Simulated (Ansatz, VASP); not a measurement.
## Pt: VASP beside Ansatz

```xyz
2
Lattice="2.6620 0.0000 0.0000 -1.3310 2.3054 0.0000 0.0000 0.0000 4.7216" Properties=species:S:1:pos:R:3 pbc="T T T"
Pt    1.3310    0.7685    3.5412
Pt    0.0000    1.5369    1.1804
```

Alike in both runs: task single point; functional PBE; k mesh 18 × 18 × 10; occupations gaussian, width 0.15 eV; no spin polarisation.

|  | VASP | Ansatz |
| --- | --- | --- |
| version | VASP 6.6.1 | Ansatz 0.2.0 |
| potentials or method | VASP PAW PBE potentials, release 64 (Pt) | scalar-relativistic, plane waves, PAW |
| plane-wave cutoff (eV) | 520 | 420 |
| valence electrons in the cell | 20 | 36 |

Ansatz gave:

| Item | Value |
| --- | --- |
| gap on the k mesh at the Fermi level (eV) | none |
| pressure (GPa) | 26.7 |
| largest component of the traceless stress (GPa) | 7.65 |

Question: Estimate VASP's values.

Answer: gap on the k mesh at the Fermi level (eV): none; pressure (GPa): 26.1; largest component of the traceless stress (GPa): 7.67.

A gap of «none» marks a metal or a gap that the smearing closes. The functional is the same, so the differences come from potentials, cutoffs and numerics. The two sets of potentials don't hold the same shells in valence.

Caveats: so large a pressure means that the cell lies far from this level's equilibrium, or that cutoff or potentials fall short (VASP). The runs have no spin-orbit coupling, so splittings on Pt are missing.
